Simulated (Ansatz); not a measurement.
Trial structure of Ge, not yet relaxed:

```cif
data_structure
_symmetry_space_group_name_H-M 'P 1'
_symmetry_Int_Tables_number 1
_cell_length_a 6.4484
_cell_length_b 6.4484
_cell_length_c 3.4671
_cell_angle_alpha 90.000
_cell_angle_beta 90.000
_cell_angle_gamma 90.000
_cell_volume 144.17
loop_
_atom_site_label
_atom_site_type_symbol
_atom_site_fract_x
_atom_site_fract_y
_atom_site_fract_z
_atom_site_occupancy
Ge1 Ge 0.09788 0.09788 0.50000 1
Ge2 Ge 0.71587 0.71587 0.50000 1
Ge3 Ge 0.28413 0.28413 0.00000 1
Ge4 Ge 0.21587 0.78413 0.75000 1
Ge5 Ge 0.40212 0.59788 0.25000 1
Ge6 Ge 0.90212 0.90212 0.00000 1
Ge7 Ge 0.78413 0.21587 0.25000 1
Ge8 Ge 0.59788 0.40212 0.75000 1
```

Computed with DFT PBE, scalar-relativistic, plane waves, PAW (Ansatz). Cutoff 420 eV; k points 4×4×6 on the computed 8-atom cell (Γ-centred); Gaussian smearing, width 0.10 eV; no spin polarisation.

Energies count from the standard state of Ge at the same level.

Problem. How far from equilibrium is it?

Solution. The pressure is 30.2 GPa (the mean over three directions, positive in compression), the largest force is 2.66 eV/Å, and the energy is +0.92 eV/atom against the standard state. The shortest distance is 2.33 Å.

Problem. Is it a good guess?

Solution. A rough one: relaxing gains about 0.69 eV/atom (the start's value is from the coarse mesh, so the gain is rough) in 14 ionic steps and ends at +0.23 eV/atom on the finer mesh. The symmetry goes from P4_32_12 (No. 96) to P4_322 (No. 95), and the primitive cell from 8 to 4 atoms. The volume per atom grows by 31.2 %, from 18.0 to 23.6 Å³. The shortest distance goes from 2.33 Å (Ge–Ge) to 2.51 Å (Ge–Ge). Conventional cell: a = 4.891 Å, c = 3.952 Å. Around Ge lie 4 Ge at 2.51–2.57 Å.

The last run used a 10×10×12 mesh (in the run's order of axes) for its 4-atom cell and Gaussian smearing of 0.10 eV. The relaxation can't lower the symmetry of the start, and the grade says only how near the guess is to its own end. A later test with randomly moved atoms came back to the same energy, though modes that don't fit the test's cell weren't probed. Another cell of Ge relaxed alike, in Pmma, lies 100 meV/atom lower, so this cell isn't the stable form at this level.
